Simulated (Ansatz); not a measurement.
AlN

Computed with Ansatz (plane waves, PAW, 420 eV cutoff): PBE, scalar-relativistic, no spin polarisation, Γ-centred 12×12×8 mesh, 0.05 eV Gaussian smearing; PAW files: Ansatz's generated set soft_2.

```
CELL_PARAMETERS angstrom
3.13023 0.00000 0.00000
-1.56512 2.71086 0.00000
0.00000 0.00000 5.01807
ATOMIC_POSITIONS crystal
Al 0.33333 0.66667 0.00173
Al 0.66667 0.33333 0.50173
N 0.33333 0.66667 0.38327
N 0.66667 0.33333 0.88327
```

The chain of runs began from a cell as deposited in COD, expanded in volume.

Path: Γ–M–K–Γ–A–L–H–A | L–M | H–K, with Γ = (0.000, 0.000, 0.000), M = (0.500, 0.000, 0.000), K = (0.333, 0.333, 0.000), A = (0.000, 0.000, 0.500), L = (0.500, 0.000, 0.500), H = (0.333, 0.333, 0.500) in reciprocal vectors of the calculation's cell.

Levels between -5 and 3 eV from the Fermi level at the path's named points:
| point | below E_F (eV) | above E_F (eV) |
| --- | --- | --- |
| Γ | -2.86 -2.86 -2.22 -2.22 -2.02 | 2.02 |
| M | -4.07 -3.75 -2.70 |  |
| K | -4.42 -4.36 -4.36 |  |
| A | -2.55 -2.55 -2.55 -2.55 |  |
| L | -3.45 -3.45 -3.36 -3.36 |  |
| H | -2.80 -2.80 |  |

Question: By these bands, is it a metal or an insulator, and if it has a gap, where are the band edges on this path?

Answer: An insulator with a gap of 4.03 eV on the path, the valence band topping at Γ and the conduction band bottoming at Γ; the smallest direct gap is 4.03 eV.

Formal charges Al³⁺, N³⁻ balance and leave closed shells on every ion, so a band insulator is expected, and the gap is 4.03 eV.

Within 0.6 eV of the edges the projected states are 95 % N 2p at the top of the valence band and 45 % N 2s at the bottom of the conduction band. The conduction edge mixes several shells, so no single label fits the gap.

**What was measured.** From “Self-assembly of well-separated AlN nanowires directly on sputtered metallic TiN films”, 2019, arxiv:1910.07391, for a bulk crystal of AlN at 10 K: band gap 6.034 eV (an exciton energy, a little under the gap).

**Against experiment.** Against the measured gap of AlN, 6.034 eV (an exciton energy, a little under the gap; 10 K; quoted in “Self-assembly of well-separated AlN nanowires directly on sputtered metallic TiN films”, 2019, arxiv:1910.07391), the calculated 4.03 eV is off by -2.00 eV. 2 values of this kind are on record (6.034 to 6.0343 eV); this one was drawn at random. Kohn–Sham gaps of semilocal functionals mostly fall below measured ones. Temperature and excitons aren't in the calculation.

It ran for 17 s on 4 threads of Arm Neoverse V2, with other jobs on the host, peak memory 0.41 GiB.

Semilocal functionals underestimate band gaps, commonly by a third or more.
